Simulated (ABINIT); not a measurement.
Write the native input for ABINIT 10.8.3 (patched build) that does the following.

```
Task                                            : single point
Functional                                      : PBE
Potentials or basis                             : JTH PAW PBE v2.0
Cutoff                                          : 408 eV
k mesh                                          : 11 × 11 × 11
Occupations                                     : fermi-dirac, width 0.05 eV
Spin                                            : no spin polarisation
Fine-grid cutoff                                : 816.342 eV
Exchange and correlation inside the PAW spheres : full angular mesh (pawxcdev 0, this build's default; the released program takes 1)
```

The system is W.

```
W
1.0
     0.01192    2.00823    2.03186
     2.02971    0.01106    2.03272
     2.05415    2.03352   -0.01337
W
1
Direct
  0.99325 0.99126 0.01410
```

The cell isn't the ideal one: cell strained at random at fixed volume.

The input as run:

run.abi

```
pp_dirpath "./"
pseudos "W.GGA_PBE-JTH.xml"

acell 3*1.0 Angstrom
rprim
     0.0119230000     2.0082280000     2.0318620000
     2.0297100000     0.0110640000     2.0327210000
     2.0541460000     2.0335240000    -0.0133730000
ntypat 1
znucl 74
natom 1
typat 1
xcart
     0.0210577420     0.0283731518    -0.0598584071
chkprim 0
chksymtnons 0
tolsym 1.0e-6

ecut 15.0
pawecutdg 30.0

kptopt 1
ngkpt 11 11 11
nshiftk 1
shiftk 0.0 0.0 0.0

ixc 11

nband 11
occopt 3
tsmear 0.00183747

nstep 100
tolvrs 1.0e-9

iomode 3
prtwf 0
prteig 0
prtebands 0
enunit 2
prtden 1
prtvha 1
prtvclmb 1
prtpot 1
```

Potentials or basis: JTH PAW PBE v2.0.

Launch:

```console
$ abinit run.abi > log 2>&1
```

Results of the run:

```yaml
Band_gap_on_the_k_mesh: none (metal or under the smearing width)
Valence_electrons_inside_the_program's_atomic_spheres: W 11.65 (radii [1.2763] Å)
```

It took 38 s on 1 thread of Intel(R) Xeon(R) 6975P-C (Granite Rapids), on a shared host, peak memory 0.18 GiB.
